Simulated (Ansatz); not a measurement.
The system is Hf.

```xyz
1
Lattice="0.0000 2.2200 2.2200 2.2200 0.0000 2.2200 2.2200 2.2200 0.0000" Properties=species:S:1:pos:R:3 pbc="T T T"
Hf    0.0000    0.0000    0.0000
```

This isn't the form of Hf at room conditions, which is hcp.

Base run:

- Program: Ansatz 0.2.0
- Functional: r2SCAN
- Potentials or basis: Ansatz PAW
- Cutoff: 500 eV
- Density cutoff: 2000 eV
- k mesh: 7 × 7 × 7
- Occupations: fermi-dirac, width 0.05 eV
- Spin: spin-orbit coupling, no magnetisation

Its results: band gap on the k mesh none (metal or under the smearing width); pressure 2.3 GPa.

Q: After a change of settings the same cell gave: band gap on the k mesh none (metal or under the smearing width); pressure -5.6 GPa. Which change was it?
A. k mesh from 7 × 7 × 7 to 10 × 10 × 10; spin from spin-orbit coupling, no magnetisation to no spin polarisation; potential files from those of the base run to others of the same set
B. functional from r2SCAN to PBEsol; cutoff from 500 eV to 420 eV; density cutoff from 2000 eV to 1680 eV
C. functional from r2SCAN to LDA; cutoff from 500 eV to 420 eV; density cutoff from 2000 eV to 1680 eV

A: C.

Caveats: the PAW data sets come from PBE, with cores solved anew for the run's functional, which leaves a small shift of forces and pressure.

Not every run made on this cell is shown here.
